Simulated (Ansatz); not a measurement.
# In6Se6 sheet: levels of theory, part 2 of 2

Aim: for In6Se6 sheet, compare levels of theory; the runs are relaxing the atoms and single point.

Ansatz 0.2.0; DFT PBE+D3(BJ), scalar-relativistic, plane waves, PAW, and further levels as typed in the inputs.

**5. Single point: HSE06**

It takes the final geometry of step 2.

input.yaml reads:

```yaml
crystal:
  lattice:
    - [4.04, 0.0, 0.0]
    - [-2.02, 3.4641016151, 0.0]
    - [0.0, 0.0, 67.8400000035]
  atoms:
    - { symbol: Se, position: [0.3377518893, 0.6755037787, 0.1323318113] }
    - { symbol: In, position: [0.0031791291, 0.0063582581, 0.1514693945] }
    - { symbol: In, position: [0.0030450818, 0.0060901636, 0.1926517841] }
    - { symbol: Se, position: [0.337656691, 0.675313382, 0.2117386026] }
    - { symbol: Se, position: [0.0006514483, 0.0013028965, 0.2553195714] }
    - { symbol: In, position: [0.6660490029, 0.3320980058, 0.2743653479] }
    - { symbol: In, position: [0.6659668582, 0.3319337163, 0.3155268115] }
    - { symbol: Se, position: [0.0005708263, 0.0011416525, 0.3346004423] }
    - { symbol: Se, position: [0.663571272, 0.327142544, 0.3782051052] }
    - { symbol: In, position: [0.3289703187, 0.6579406374, 0.397265263] }
    - { symbol: In, position: [0.3290114579, 0.6580229157, 0.4384460141] }
    - { symbol: Se, position: [0.6635760247, 0.3271520493, 0.4575845688] }
  periodic: [true, true, false]
scf:
  occupations: { method: gaussian, width: 0.01 }
  n_extra_bands: 6
output:
  eigenvalues: true
  eigenstates: { kpoints: [[0.0, 0.0, 0.0]], top_band: c3, e_range: [-3, 4] }
  write_density: true
  write_potential: true
  elf: true
  volumetric_format: npy
kpoints:
  mp_grid: { grid: [10, 10, 1] }
hamiltonian:
  xc: hse06
```

On the command line:

```
$ ansatz run input.yaml --threads 8 --pin off --max-ram 24576MiB --backend cpu --events-out ev --progress --plain --runs-dir out
```

Standard output:

```text
Warning: RAYON_NUM_THREADS=8 ignored (pool sized by the plan → 8); use --threads N
scf.n_extra_bands = 6 over 87 filled bands (N_el = 174.0): the run solves 93 bands
Engine: ansatz 0.2.0, x86_64-unknown-linux-gnu
Pseudopotentials: kind: paw
Pseudopotential: Se, paw, valence charge 16, recommended cutoff 420 eV (normal), Se.paw.azcp
Pseudopotential: In, paw, valence charge 13, recommended cutoff 420 eV (normal), In.paw.azcp
Functional definition: HSE06
  parameter a = 0.25
  parameter omega = 0.11/bohr
  exchange = pbe_x - a*pbe_x_sr(omega) + a*exact_x_sr(omega)
  correlation = pbe_c
Crystal: 12 atoms, lattice volume = 949.419 Å³
Basis set: ecut = 420 eV, 18647 PW (Γ)
Bands: 93, of which v1, the nominal top of the filled ones, is band 87 counted from 1 (86 counted from 0)
Symmetry: 2 space group operations
Space group: Cm (ITA 8), of the structure as read, at distance tolerance 9.8e-5 Å
k-points: 31 of 100 (time reversal used)
Non-local potential: Se, projectors of the file, l = 0: 2, l = 1: 2, l = 2: 3, l = 3: 1
Non-local potential: In, projectors of the file, l = 0: 2, l = 1: 2, l = 2: 2, l = 3: 2
PAW form: soft (Blöchl's): semilocal exchange-correlation on the pseudo side does not see the compensation charge
PAW frozen core: Se, regenerated for the run's functional, and the local potential with it (the file was generated under x = pbe(κ = 0.804, μ = 0.2195149727645171), c = pbe(β = 0.06672455060314922))
PAW frozen core: In, regenerated for the run's functional, and the local potential with it (the file was generated under x = pbe(κ = 0.804, μ = 0.2195149727645171), c = pbe(β = 0.06672455060314922))
PAW one-centre angular grid: Se, 590 points (default); XC on 64 Gauss nodes
PAW one-centre angular grid: In, 590 points (default); XC on 64 Gauss nodes
Initial density: superposition of atomic densities (neutral atoms: chi_scale 0, normalization atom), corrected by the library's trained network
Initial wavefunctions: pseudopotential atomic-orbital guess
Functional: x = pbe(κ = 0.804, μ = 0.2195149727645171), c = pbe(β = 0.06672455060314922), warm-up for x = pbe(κ = 0.804, μ = 0.2195149727645171) + 0.25 (exact − pbe) at short range (hse, ω = 0.20786987370883472 Å⁻¹), c = pbe(β = 0.06672455060314922); HSE06 as pw.x's `hse` composes it (authors' and Libxc's form: `xc: wpbeh`)
SCF iter   1: F=—  HF=-66407.686986 eV  |F-HF|=—  |Δ(HF+E_count)|=         —  Δρ=1.35e-3  dr2=9.39e-2  ethr=1.77e-3  ⟨swp⟩=6.2  Hψ=11676  notcnv=0
preconditioner: auto → none  [insulator: Δε(μ)=0.850 eV  Ē_g=12.224 eV  σ=0.010 eV  W_gap=1.00  n_scr=170 (ndim 8)  ℏωp=12.9 eV  f_vac=0.628  D(μ)=0.00/eV (n_scr^D=0)]
SCF iter   2: F=—  HF=-66407.787500 eV  |F-HF|=—  |Δ(HF+E_count)|=   1.01e-1  Δρ=2.40e-3  dr2=1.06e0  ethr=5.40e-5  ⟨swp⟩=6.2  Hψ=8870  notcnv=0  defer=156
SCF iter   3: F=—  HF=-66407.689857 eV  |F-HF|=—  |Δ(HF+E_count)|=   9.76e-2  Δρ=7.11e-4  dr2=7.16e-2  ethr=5.40e-5  ⟨swp⟩=7.2  Hψ=8112  notcnv=0  defer=96
iter 4 solved again at ethr=7.91e-7 eV; its pass at ethr=4.12e-5 eV (dr2=1.38e-3 eV) is discarded
SCF iter   4: F=—  HF=-66407.682725 eV  |F-HF|=—  |Δ(HF+E_count)|=   7.13e-3  Δρ=2.66e-4  dr2=1.59e-3  ethr=7.91e-7  ⟨swp⟩=6.8  Hψ=15008  notcnv=0  defer=47
SCF iter   5: F=—  HF=-66407.683297 eV  |F-HF|=—  |Δ(HF+E_count)|=   5.72e-4  Δρ=1.94e-4  dr2=5.09e-3  ethr=7.91e-7  ⟨swp⟩=6.4  Hψ=7391  notcnv=0  defer=86  recentre
SCF iter   6: F=—  HF=-66407.682945 eV  |F-HF|=—  |Δ(HF+E_count)|=   3.52e-4  Δρ=1.27e-4  dr2=4.55e-4  ethr=7.91e-7  ⟨swp⟩=6.3  Hψ=7154  notcnv=0  defer=78
SCF iter   7: F=-66407.683078 eV  HF=-66407.683071 eV  |F-HF|=6.92e-6  |Δ(HF+E_count)|=   1.26e-4  Δρ=4.04e-5  dr2=2.65e-5  ethr=2.61e-7  ⟨swp⟩=4.3  Hψ=6320  notcnv=0  defer=23
SCF 1 stopped early in 7 iterations: F = -66407.683078 eV  dr2 = 2.65e-5
Initial density: handed on by an earlier stage of this run
Initial wavefunctions: those handed on with the density
Functional: x = pbe(κ = 0.804, μ = 0.2195149727645171) + 0.25 (exact − pbe) at short range (hse, ω = 0.20786987370883472 Å⁻¹), c = pbe(β = 0.06672455060314922); HSE06 as pw.x's `hse` composes it (authors' and Libxc's form: `xc: wpbeh`)
Exchange kernel: α = 0.2500, screened, ω = 0.2079 Å⁻¹, Wigner–Seitz truncation, v(0) = 1046.9322 eV·Å³, q-mesh 10×10×1, nearest image of the exchange supercell L = 40.10 Å, pair-density grid 20×20×300, without the augmentation charges, whose exchange is taken in its separable form by FFT convolution over the k-point mesh (sized by the pseudopotential files, 24×24×480 at the most), smooth part of the exact exchange by density-matrix convolution
Frozen-core exchange: fock
SCF iter   1: F=—  HF=-66440.769407 eV  |F-HF|=—  |Δ(HF+E_count)|=         —  Δρ=3.23e-3  dr2=1.18e-1  ethr=1.52e-7  ⟨swp⟩=11.9  Hψ=16607  notcnv=0
preconditioner: auto → none  [insulator: Δε(μ)=1.501 eV  Ē_g=14.080 eV  σ=0.010 eV  W_gap=1.00  n_scr=170 (ndim 8)  ℏωp=12.9 eV  f_vac=0.628  D(μ)=0.00/eV (n_scr^D=0)]
SCF iter   2: F=—  HF=-66440.743702 eV  |F-HF|=—  |Δ(HF+E_count)|=   2.57e-2  Δρ=1.78e-3  dr2=1.55e-1  ethr=1.52e-7  ⟨swp⟩=6.7  Hψ=14547  notcnv=0  defer=6
SCF iter   3: F=—  HF=-66440.724383 eV  |F-HF|=—  |Δ(HF+E_count)|=   1.93e-2  Δρ=8.97e-4  dr2=3.49e-2  ethr=1.52e-7  ⟨swp⟩=7.3  Hψ=14196  notcnv=0  defer=11
SCF iter   4: F=—  HF=-66440.720006 eV  |F-HF|=—  |Δ(HF+E_count)|=   4.38e-3  Δρ=3.94e-4  dr2=7.69e-3  ethr=1.52e-7  ⟨swp⟩=5.4  Hψ=11638  notcnv=0  defer=6
SCF iter   5: F=—  HF=-66440.770152 eV  |F-HF|=—  |Δ(HF+E_count)|=   5.01e-2  Δρ=6.00e-4  dr2=9.36e-3  ethr=1.52e-7  ⟨swp⟩=5.8  Hψ=12593  notcnv=0  defer=6
SCF iter   6: F=—  HF=-66440.770615 eV  |F-HF|=—  |Δ(HF+E_count)|=   4.63e-4  Δρ=2.84e-4  dr2=1.55e-2  ethr=1.52e-7  ⟨swp⟩=5.4  Hψ=11212  notcnv=0
SCF iter   7: F=—  HF=-66440.769079 eV  |F-HF|=—  |Δ(HF+E_count)|=   1.54e-3  Δρ=1.38e-4  dr2=3.19e-3  ethr=1.52e-7  ⟨swp⟩=6.2  Hψ=7995  notcnv=0  defer=1
SCF iter   8: F=—  HF=-66440.768733 eV  |F-HF|=—  |Δ(HF+E_count)|=   3.46e-4  Δρ=5.21e-5  dr2=5.24e-4  ethr=1.52e-7  ⟨swp⟩=5.1  Hψ=7510  notcnv=0
SCF iter   9: F=—  HF=-66440.768688 eV  |F-HF|=—  |Δ(HF+E_count)|=   4.55e-5  Δρ=2.07e-5  dr2=1.65e-4  ethr=1.52e-7  ⟨swp⟩=4.5  Hψ=5987  notcnv=0  defer=12
SCF iter  10: F=—  HF=-66440.769824 eV  |F-HF|=—  |Δ(HF+E_count)|=   1.14e-3  Δρ=7.00e-5  dr2=6.75e-5  ethr=7.74e-9  ⟨swp⟩=5.9  Hψ=11454  notcnv=0
SCF iter  11: F=-66440.769808 eV  HF=-66440.769810 eV  |F-HF|=1.82e-6  |Δ(HF+E_count)|=   1.39e-5  Δρ=1.39e-5  dr2=6.78e-6  ethr=7.74e-9  ⟨swp⟩=4.0  Hψ=7846  notcnv=0
SCF 2 stopped early in 11 iterations: F = -66440.769808 eV  dr2 = 6.78e-6
hybrid outer 1: dexx = +5.742e-2 eV, tail = 3.34e-4 eV
Exchange kernel: α = 0.2500, screened, ω = 0.2079 Å⁻¹, Wigner–Seitz truncation, v(0) = 1046.9322 eV·Å³, q-mesh 10×10×1, nearest image of the exchange supercell L = 40.10 Å, pair-density grid 20×20×300, without the augmentation charges, whose exchange is taken in its separable form by FFT convolution over the k-point mesh (sized by the pseudopotential files, 24×24×480 at the most), smooth part of the exact exchange by density-matrix convolution
Frozen-core exchange: fock
SCF iter   1: F=—  HF=-66440.769845 eV  |F-HF|=—  |Δ(HF+E_count)|=         —  Δρ=2.73e-5  dr2=6.21e-6  ethr=9.60e-7  ⟨swp⟩=5.1  Hψ=6003  notcnv=0
preconditioner: auto → none  [insulator: Δε(μ)=1.554 eV  Ē_g=14.077 eV  σ=0.010 eV  W_gap=1.00  n_scr=170 (ndim 8)  ℏωp=12.9 eV  f_vac=0.628  D(μ)=0.00/eV (n_scr^D=0)]
SCF iter   2: F=—  HF=-66440.769854 eV  |F-HF|=—  |Δ(HF+E_count)|=   9.14e-6  Δρ=1.68e-5  dr2=2.78e-6  ethr=3.34e-9  ⟨swp⟩=4.9  Hψ=10575  notcnv=0
SCF iter   3: F=—  HF=-66440.769854 eV  |F-HF|=—  |Δ(HF+E_count)|=   3.68e-7  Δρ=7.88e-6  dr2=2.15e-6  ethr=1.38e-9  ⟨swp⟩=4.0  Hψ=6317  notcnv=0
SCF iter   4: F=—  HF=-66440.769854 eV  |F-HF|=—  |Δ(HF+E_count)|=   3.71e-7  Δρ=6.36e-6  dr2=4.63e-6  ethr=1.01e-9  ⟨swp⟩=4.6  Hψ=6727  notcnv=0  recentre
iter 5 solved again at ethr=2.82e-11 eV; its pass at ethr=1.01e-9 eV (dr2=4.90e-8 eV) is discarded
SCF iter   5: F=—  HF=-66440.769854 eV  |F-HF|=—  |Δ(HF+E_count)|=   5.65e-7  Δρ=2.32e-6  dr2=4.82e-7  ethr=2.82e-11  ⟨swp⟩=5.0  Hψ=13852  notcnv=0
SCF iter   6: F=—  HF=-66440.769856 eV  |F-HF|=—  |Δ(HF+E_count)|=   2.67e-6  Δρ=3.96e-6  dr2=1.77e-7  ethr=2.82e-11  ⟨swp⟩=5.3  Hψ=12248  notcnv=0  defer=15
SCF iter   7: F=-66440.769856 eV  HF=-66440.769856 eV  |F-HF|=1.14e-8  |Δ(HF+E_count)|=   4.38e-8  Δρ=9.68e-7  dr2=2.27e-8  ethr=2.82e-11  ⟨swp⟩=5.1  Hψ=7487  notcnv=0
SCF 3 converged in 7 iterations: F = -66440.769856 eV  dr2 = 2.27e-8
hybrid outer 2: dexx = +3.374e-6 eV, tail = 1.77e-7 eV, Δε = 2.95e-3 eV (about 1.29e-4 eV left of the loop's levels)
NSCF: frozen V_eff on 1 k-points
WARN: The output density's exchange-correlation potential varies sharply where the density is thin. Do not read a vacuum level from v_tot or v_xc, or from such a field of the output density. On a cell that repeats whose density bears no net charge and no dipole along the vacuum's axis use v_es (v_loc + v_h of the components); under efield.dipole_correction with no amplitude use v_es + v_field, which holds any external_charges[].barrier, or the levels of the report's work_function block, which leave it out; under a non-zero efield.amplitude the vacuum is tilted and has no level; on a cell that repeats and bears such a dipole with no correction it is tilted too, and efield.dipole_correction with no amplitude gives each side of its ramp a level where efield: is served; in a cell that repeats whose density bears a net charge (total_charge, or a fill off its count) it is curved and has none; of a slab under crystal.periodic whose density bears no net charge use v_es, which has a level on each side, short of where the two are joined; of another it falls or rises all the way out and has none; of a slab beside external_charges read slab_vacuum_level instead, which it has where they leave it neutral. The grid or the basis barely resolves most such structure, and the values can differ between equally converged runs; as a rule a tighter scf.convergence.dr2_threshold does not remove it. Where the density itself ripples (under the LDA too) a higher basis.ecutwfc lessens it. The files hold the spikes' plane waves up to the density's cutoff. Files: v_tot_of_output_density and the like, and their columns of v_z.tsv (output.write_potential); v_xc_of_output_density and the like, and their columns of v_comp_z.tsv (output.write_potential_components). Measured: with its Gaussian average of σ = 0.25 Å subtracted twice, the exchange-correlation potential is over 0.1 eV at 2169 of the grid points where the equally averaged density (valence and model cores) is under 1e-3 e/Å³, and 1.46 eV at the most among them, at an averaged density of 2.1e-4 e/Å³. The input density's (outcome.potential() and, of a run that writes arrays, v_tot and v_xc) is over 0.1 eV, so measured, at 2169 points of its own thin density, 1.46 eV at the most. See output.write_potential in the manual, Limitations
hybrid SCF converged: 2 outer / 18 inner (+7 warm-up), last move |dexx| = 3.37e-6 eV, tail = 1.77e-7 eV
Stability not checked: this state was not tested for a lower state beside it, because the functional holds exact exchange (a hybrid, or Hartree-Fock), whose exchange loop this test does not read (fock_operator; see scf.lower_state_search)
Free energy (F): -66440.769857 eV
Frozen-core exchange: fock
Harris-Foulkes:  -66440.769857 eV  (|F-HF|=1.14e-8)
Internal energy: -66440.769857 eV  (E = F + TS)
E sigma→0 (E₀):  -66440.769857 eV
Fermi energy:    -5.211449 eV
--- Per-component energies (eV) ---
  E_band       = -5356.528795
  E_kinetic    = 2162.778714
  E_local      = -1723333.429162  (includes V_loc(G=0)·N_el)
  E_nonlocal   = -1373.147244
  E_hartree    = 859661.179229
  E_xc         = -1525.221692
  E_vxc        = -944.631060  (∫ρ·V_xc dr)
  E_exx        = -603.317753  (= α·E_x^exact, valence–valence)
  E_paw        = -36213.851150  (= ΣΔE_a)
  E_vpaw       = 16.187499  (= ΣTr[D̂ρ^β])
  E_aug_tail   = -0.003471  (compensation charges beyond the density's cutoff)
  E_ewald      = 834787.601180
  E_core_change = -3.358507  (= ΣΔE_core)
  E_smearing   = -0.000000  (= −TS)
  E_closure    = 0.000000  (closes the sum)
  Σ components = -66440.769857   (vs F -66440.769857, Δ=-7.28e-11)
--- Band table (eV; the first three rows and the last of 31) ---
  k-point 0: bands = ["-56.9638", "-56.9635", "-56.9591", "-56.9588", "-56.9573", "-56.9570", "-56.9557", "-56.9554", "-56.9394", "-56.9369", "-56.9365", "-56.9344", "-56.9340", "-56.9319", "-56.9319", "-56.9294", "-56.9274", "-56.9251", "-56.9228", "-56.9201", "-56.9148", "-56.9145", "-56.9049", "-56.9046", "-56.8883", "-56.8859", "-56.8788", "-56.8764", "-56.8757", "-56.8662", "-22.3200", "-22.3095", "-22.3000", "-22.1428", "-22.1405", "-22.1340", "-22.1316", "-22.1244", "-22.1221", "-22.0591", "-22.0560", "-22.0511", "-22.0484", "-22.0416", "-22.0413", "-22.0410", "-22.0389", "-22.0317", "-22.0312", "-22.0215", "-22.0209", "-21.8541", "-21.8530", "-21.8456", "-21.8444", "-21.8355", "-21.8344", "-21.8036", "-21.7931", "-21.7837", "-20.4931", "-20.4363", "-20.2230", "-20.2025", "-20.0992", "-20.0443", "-12.5883", "-12.4217", "-12.2634", "-10.2792", "-9.8693", "-9.4613", "-7.2585", "-7.2215", "-7.1903", "-7.1544", "-7.1448", "-7.0641", "-7.0478", "-7.0067", "-6.9967", "-6.9899", "-6.9670", "-6.9439", "-6.9169", "-6.6055", "-6.0104", "-4.4340", "-3.9576", "-3.4592", "-2.8665", "-2.7932", "-2.7567"]
  k-point 1: bands = ["-56.9638", "-56.9635", "-56.9591", "-56.9587", "-56.9573", "-56.9569", "-56.9557", "-56.9554", "-56.9394", "-56.9369", "-56.9365", "-56.9344", "-56.9340", "-56.9319", "-56.9319", "-56.9294", "-56.9274", "-56.9251", "-56.9228", "-56.9201", "-56.9148", "-56.9145", "-56.9049", "-56.9046", "-56.8883", "-56.8859", "-56.8788", "-56.8764", "-56.8757", "-56.8662", "-22.3187", "-22.3081", "-22.2986", "-22.1696", "-22.1600", "-22.1507", "-22.1407", "-22.1318", "-22.1223", "-22.0859", "-22.0759", "-22.0663", "-22.0519", "-22.0443", "-22.0437", "-22.0368", "-22.0350", "-22.0349", "-22.0269", "-22.0251", "-22.0166", "-21.8739", "-21.8648", "-21.8549", "-21.8540", "-21.8454", "-21.8354", "-21.7788", "-21.7693", "-21.7596", "-20.3841", "-20.3289", "-20.1213", "-20.1011", "-20.0017", "-19.9486", "-12.5058", "-12.3540", "-12.2152", "-10.2356", "-9.8944", "-9.5942", "-7.8301", "-7.7418", "-7.6280", "-7.5797", "-7.5372", "-7.4503", "-7.4081", "-7.3651", "-7.1929", "-7.1752", "-7.1098", "-7.0729", "-6.8577", "-6.4476", "-5.9890", "-3.8473", "-3.5321", "-3.1590", "-2.3416", "-2.3164", "-2.3090"]
  k-point 2: bands = ["-56.9638", "-56.9635", "-56.9591", "-56.9587", "-56.9573", "-56.9569", "-56.9557", "-56.9553", "-56.9394", "-56.9369", "-56.9365", "-56.9344", "-56.9340", "-56.9319", "-56.9318", "-56.9294", "-56.9274", "-56.9251", "-56.9228", "-56.9201", "-56.9148", "-56.9145", "-56.9049", "-56.9046", "-56.8883", "-56.8859", "-56.8788", "-56.8764", "-56.8756", "-56.8662", "-22.3216", "-22.3106", "-22.3014", "-22.2303", "-22.2194", "-22.2102", "-22.1566", "-22.1440", "-22.1373", "-22.1346", "-22.1282", "-22.1187", "-22.0508", "-22.0425", "-22.0330", "-22.0327", "-22.0266", "-22.0229", "-22.0174", "-22.0122", "-22.0017", "-21.8954", "-21.8864", "-21.8764", "-21.8565", "-21.8480", "-21.8379", "-21.7435", "-21.7346", "-21.7248", "-20.0931", "-20.0419", "-19.8492", "-19.8299", "-19.7416", "-19.6940", "-12.3047", "-12.2059", "-12.1332", "-10.2365", "-10.1240", "-10.0833", "-8.9494", "-8.8911", "-8.5730", "-8.5080", "-8.2181", "-7.8519", "-7.7520", "-7.6969", "-7.5054", "-7.4820", "-7.3915", "-7.3412", "-6.7754", "-6.4672", "-6.1918", "-3.1731", "-3.0339", "-2.9018", "-2.5573", "-2.4284", "-2.3287"]
  k-point 30: bands = ["-56.9637", "-56.9634", "-56.9590", "-56.9587", "-56.9572", "-56.9569", "-56.9556", "-56.9553", "-56.9394", "-56.9370", "-56.9365", "-56.9344", "-56.9340", "-56.9320", "-56.9318", "-56.9294", "-56.9273", "-56.9250", "-56.9228", "-56.9201", "-56.9147", "-56.9145", "-56.9048", "-56.9046", "-56.8883", "-56.8859", "-56.8788", "-56.8764", "-56.8756", "-56.8661", "-22.3986", "-22.3861", "-22.3776", "-22.2896", "-22.2752", "-22.2672", "-22.2640", "-22.2552", "-22.2455", "-22.1496", "-22.1404", "-22.1307", "-22.0501", "-22.0419", "-22.0322", "-21.9998", "-21.9981", "-21.9966", "-21.9877", "-21.9844", "-21.9738", "-21.9058", "-21.8971", "-21.8870", "-21.8728", "-21.8642", "-21.8542", "-21.6895", "-21.6811", "-21.6712", "-19.2134", "-19.1786", "-19.0785", "-19.0530", "-19.0184", "-19.0013", "-12.4373", "-12.3743", "-12.3401", "-11.5174", "-11.4366", "-11.4041", "-9.5725", "-9.4773", "-9.3815", "-9.1527", "-9.1339", "-9.0047", "-8.9523", "-8.8860", "-8.6883", "-8.3997", "-8.0314", "-7.8133", "-7.4168", "-7.2794", "-7.1474", "-3.1935", "-3.1187", "-3.0500", "-2.7606", "-2.6527", "-2.4973"]
  the weakly bound empty levels are not read free of the cell's end (exact_exchange)
```

Run time: 67 min. Hardware: 8 threads of Intel Xeon 6975P-C (Granite Rapids), shared host; peak memory 20 GiB.

Axes a, b and c in the maps are those of this run's conventional cell (a, b, c = 6.928, 4.040, 67.840 Å).

Density in a lattice plane of the grid's cell (edges 6.93 and 67.84 Å, at 0.000 of the third edge), which holds Se and In.

Values in e/Å³, 12 rows by 6 columns:
```
 0.00  0.00  0.00  0.00  0.00  0.00
 0.55  0.10  0.02  0.03  0.02  0.11
16.10  0.29  0.05  0.04  0.02  0.26
39.90  0.42  0.20  0.08  0.02  0.32
 0.01  0.02  0.01  0.08  0.36  0.10
 0.00  0.00  0.00  0.00  0.00  0.00
 0.00  0.00  0.00  0.00  0.00  0.00
 0.00  0.00  0.00  0.00  0.00  0.00
 0.00  0.00  0.00  0.00  0.00  0.00
 0.00  0.00  0.00  0.00  0.00  0.00
 0.00  0.00  0.00  0.00  0.00  0.00
 0.00  0.00  0.00  0.00  0.00  0.00
```
Columns run along the first of these edges and rows up along the second, over one cell in 6 and 12 even steps from the bottom left corner. Atoms in the plane (fractional): Se at (0.66, 0.87), In at (1.00, 0.85), In at (1.00, 0.81), Se at (0.66, 0.79), Se at (1.00, 0.74), In at (0.33, 0.73), In at (0.33, 0.68), Se at (1.00, 0.67), Se at (0.34, 0.62), In at (0.67, 0.60), In at (0.67, 0.56), Se at (0.34, 0.54).

ELF in the same plane.

Ten even steps from '0' (0.00) to '9' (0.87):
```
000000
000141
020472
010774
580007
043500
930005
025202
075721
000000
000000
000000
000000
000000
000000
000000
000000
000000
000000
000000
```
Columns run along the first of these edges and rows up along the second, over one cell in 6 and 20 even steps from the bottom left corner. Atoms in the plane (fractional): Se at (0.66, 0.87), In at (1.00, 0.85), In at (1.00, 0.81), Se at (0.66, 0.79), Se at (1.00, 0.74), In at (0.33, 0.73), In at (0.33, 0.68), Se at (1.00, 0.67), Se at (0.34, 0.62), In at (0.67, 0.60), In at (0.67, 0.56), Se at (0.34, 0.54).

Both are smooth fields of the valence electrons: close to the nuclei they are not physical.

Outside the cores ELF peaks at 0.88 beside Se, off the lines to its neighbours, 0.9 Å from Se; 0.81 on the Se–In line, 0.9 Å from Se; 0.81 in the shell around Se, 0.8 Å from Se.

**6. Results**

The summary covers parts 1 to 2.

| step | level | energy (eV) | gap on the mesh (eV) | time |
| --- | --- | --- | --- | --- |
| 2 | PBE+D3(BJ) | -66410.966 | 0.84 | 2.7 min |
| 3 | LDA | -65047.983 | 0.65 | 34 s |
| 4 | PBE | -66407.677 | 0.84 | 31 s |
| 5 | HSE06 | -66440.770 | 1.56 | 67 min |

Totals of different systems or levels have different zeros; only balanced differences at one level mean anything.

The gap on the mesh runs from 0.65 eV with LDA to 1.56 eV with HSE06.
